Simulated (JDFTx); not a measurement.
The system is InAs.

```
In As
1.0
     0.00000    3.01800    3.01800
     3.01800    0.00000    3.01800
     3.01800    3.01800    0.00000
In As
1 1
Direct
  0.00000 0.00000 0.00000
  0.75000 0.75000 0.75000
```

A run of JDFTx 1.7.0 (patched build) on this cell left the log below. Logs are shortened: lines on timing, memory, paths and dates and some standing lists are left out, and cuts for length are marked.

```text
*************** JDFTx 1.7.0 (patched build) ***************

Input parsed successfully to the following command list (including defaults):
[... the input with its defaults ...]

---------- Setting up symmetries ----------

Found 48 point-group symmetries of the bravais lattice
Found 24 space-group symmetries with basis
Applied RMS atom displacement 0 bohrs to make symmetries exact.

---------- Initializing the Grid ----------
R =
[            0      5.70319      5.70319  ]
[      5.70319            0      5.70319  ]
[      5.70319      5.70319            0  ]
unit cell volume = 371.009
G =
[  -0.550848   0.550848   0.550848  ]
[   0.550848  -0.550848   0.550848  ]
[   0.550848   0.550848  -0.550848  ]
Minimum fftbox size, Smin = [  68  68  68  ]
Chosen fftbox size, S = [  70  70  70  ]

---------- Initializing tighter grid for wavefunction operations ----------
R =
[            0      5.70319      5.70319  ]
[      5.70319            0      5.70319  ]
[      5.70319      5.70319            0  ]
unit cell volume = 371.009
G =
[  -0.550848   0.550848   0.550848  ]
[   0.550848  -0.550848   0.550848  ]
[   0.550848   0.550848  -0.550848  ]
Minimum fftbox size, Smin = [  48  48  48  ]
Chosen fftbox size, S = [  48  48  48  ]

---------- Exchange Correlation functional ----------
Initalized PBE GGA exchange.
Initalized PBE GGA correlation.

---------- Setting up pseudopotentials ----------
Width of ionic core gaussian charges (only for fluid interactions / plotting) set to 0

Reading pseudopotential file 'pseudo/In.upf':
  'In' pseudopotential, 'PBE' functional
  Generated using ONCVPSP code by D. R. Hamann
  13 valence electrons, 3 orbitals, 6 projectors, 1001 radial grid points, with lMax = 2
    4D    l: 2   occupation: 10.0   eigenvalue: -0.684392
    5S    l: 0   occupation:  2.0   eigenvalue: -0.301765
    5P    l: 1   occupation:  1.0   eigenvalue: -0.092561
  Core radius for overlap checks: 2.17 bohrs.
[... 59 lines left out ...]
SCF: Cycle:  4   F: -152.623128147515416   dF: -3.424e-06   |Residual|: 7.499e-04   |deigs|: 4.955e-04
	FillingsUpdate:  mu: +0.302034043  nElectrons: 28.000000
SCF: Cycle:  5   F: -152.623129242868600   dF: -1.095e-06   |Residual|: 2.447e-04   |deigs|: 1.251e-04
	FillingsUpdate:  mu: +0.302112356  nElectrons: 28.000000
SCF: Cycle:  6   F: -152.623129979912619   dF: -7.370e-07   |Residual|: 7.604e-05   |deigs|: 2.284e-04
	FillingsUpdate:  mu: +0.302116744  nElectrons: 28.000000
SCF: Cycle:  7   F: -152.623130319871024   dF: -3.400e-07   |Residual|: 1.847e-05   |deigs|: 1.410e-04
	FillingsUpdate:  mu: +0.302115914  nElectrons: 28.000000
SCF: Cycle:  8   F: -152.623130487500845   dF: -1.676e-07   |Residual|: 1.536e-05   |deigs|: 6.076e-05
	FillingsUpdate:  mu: +0.302116713  nElectrons: 28.000000
SCF: Cycle:  9   F: -152.623130557565446   dF: -7.006e-08   |Residual|: 1.111e-05   |deigs|: 5.294e-05
	FillingsUpdate:  mu: +0.302116438  nElectrons: 28.000000
SCF: Cycle: 10   F: -152.623130585158549   dF: -2.759e-08   |Residual|: 5.503e-06   |deigs|: 8.290e-05
	FillingsUpdate:  mu: +0.302116706  nElectrons: 28.000000
SCF: Cycle: 11   F: -152.623130597307124   dF: -1.215e-08   |Residual|: 2.368e-06   |deigs|: 6.129e-05
	FillingsUpdate:  mu: +0.302116527  nElectrons: 28.000000
SCF: Cycle: 12   F: -152.623130601550059   dF: -4.243e-09   |Residual|: 9.861e-07   |deigs|: 3.593e-05
	FillingsUpdate:  mu: +0.302116559  nElectrons: 28.000000
SCF: Cycle: 13   F: -152.623130604046537   dF: -2.496e-09   |Residual|: 4.988e-07   |deigs|: 2.357e-05
	FillingsUpdate:  mu: +0.302116595  nElectrons: 28.000000
SCF: Cycle: 14   F: -152.623130604768136   dF: -7.216e-10   |Residual|: 3.323e-07   |deigs|: 1.912e-05
	FillingsUpdate:  mu: +0.302116581  nElectrons: 28.000000
SCF: Cycle: 15   F: -152.623130605311047   dF: -5.429e-10   |Residual|: 4.215e-07   |deigs|: 6.000e-05
SCF: Converged (|Delta E|<1.000000e-09 for 2 iters).

Setting wave functions to eigenvectors of Hamiltonian
Converging empty states (this may take a while):
EmptyStates: None of the convergence criteria satisfied.
|deigs|: 1.431e-04

# Stress tensor in Cartesian coordinates [Eh/a0^3]:
[ -0.000148339            0            0  ]
[            0 -0.000148339            0  ]
[            0            0 -0.000148339  ]

# Ionic positions in lattice coordinates:
ion In   0.000000000000000   0.000000000000000   0.000000000000000 1
ion As   0.750000000000000   0.750000000000000   0.750000000000000 1

# Forces in Cartesian coordinates:
force In  -0.000000000000000  -0.000000000000000   0.000000000000000 1
force As  -0.000000000000000  -0.000000000000000   0.000000000000000 1

# Energy components:
   Eewald =      -92.8949152033454908
       EH =       52.2906521851408783
     Eloc =     -139.0921569094908250
      Enl =      -67.0828191103421574
      Exc =      -43.8298950287590472
 Exc_core =       19.9118520378020563
       KE =      118.0741715874732733
-------------------------------------
     Etot =     -152.6231104415212769
       TS =        0.0000201637897580
-------------------------------------
        F =     -152.6231306053110472

IonicMinimize: Iter:   0  F: -152.623130605311047  |grad|_K:        nan
IonicMinimize: None of the convergence criteria satisfied after 0 iterations.

#--- Lowdin population analysis ---
# oxidation-state In +0.261
# oxidation-state As -0.229

Dumping 'run.eigStats' ...
	eMin: -0.987760 at state 20 ( [ +0.000000 +0.500000 +0.500000 ] spin 0 )
	HOMO: +0.300340 at state 0 ( [ +0.000000 +0.000000 +0.000000 ] spin 0 )
	mu  : +0.302117
	LUMO: +0.336020 at state 4 ( [ +0.000000 +0.000000 +0.500000 ] spin 0 )
	eMax: +0.775193 at state 19 ( [ +0.000000 +0.375000 -0.375000 ] spin 0 )
	HOMO-LUMO gap: +0.035680
	Optical gap  : +0.048342 at state 1 ( [ +0.000000 +0.000000 +0.125000 ] spin 0 )
WARNING: the last solve of the electrons (or of bands or displaced states from it) ended unconverged.
Done!
[note: the HOMO, LUMO and gaps printed at the end count levels as full or empty at half filling, so they show a gap where a level is partly filled]
```

**Question.** Write the input and the command behind it.

**Answer.** Single point with PBE, no spin polarisation. The files as run (others can give the same):

InAs.in
```
lattice Face-Centered Cubic 11.4063868882
coords-type Lattice
ion In     0.0000000000     0.0000000000     0.0000000000 1
ion As     0.7500000000     0.7500000000     0.7500000000 1

ion-species pseudo/In.upf
ion-species pseudo/As.upf
elec-cutoff 42 336
elec-ex-corr gga-PBE
kpoint-folding 8 8 8
elec-smearing Fermi 0.0018374661
elec-n-bands 21
electronic-SCF nIterations 100 energyDiffThreshold 1e-09
electronic-minimize nIterations 30 energyDiffThreshold 1e-7
converge-empty-states yes
forces-output-coords Cartesian

dump-name run.$VAR
dump End Ecomponents EigStats BandEigs Kpoints Forces Stress ElecDensity
```

Potentials or basis: PseudoDojo-SR-PBE-0.5-standard.
Launch:
```console
$ jdftx -c 1 -i InAs.in -o InAs.out
```

Caveat: the empty levels aren't tightly converged; this crystal is a semiconductor, whose small gap the functional closes, so the metal is an error of the method.
